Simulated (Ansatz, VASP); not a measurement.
**GaAs: VASP beside Ansatz**

```xyz
2
Lattice="0.0000 2.8383 2.8383 2.8383 0.0000 2.8383 2.8383 2.8383 0.0000" Properties=species:S:1:pos:R:3 pbc="T T T"
Ga    0.0000    0.0000    0.0000
As    4.2574    4.2574    4.2574
```

Alike in both runs: task single point; functional PBE; k mesh 12 × 12 × 12; occupations gaussian, width 0.02 eV; no spin polarisation.

```csv
,VASP,Ansatz
version,VASP 6.6.1,Ansatz 0.2.0
potentials or method,"VASP PAW PBE potentials, release 64 (Ga_d, As)","scalar-relativistic, plane waves, PAW"
plane-wave cutoff (eV),520,420
valence electrons in the cell,18,28
```

```csv
,VASP,Ansatz,Ansatz less VASP
gap on the k mesh at the Fermi level (eV),0.43,0.43,-0.004
least direct gap on the mesh (eV),0.43,0.43,-0.004
pressure (GPa),2.6,2.4,-0.18
```

With one functional, cell and mesh, what is left measures potentials, basis and numerics. The two sets of potentials don't hold the same shells in valence.
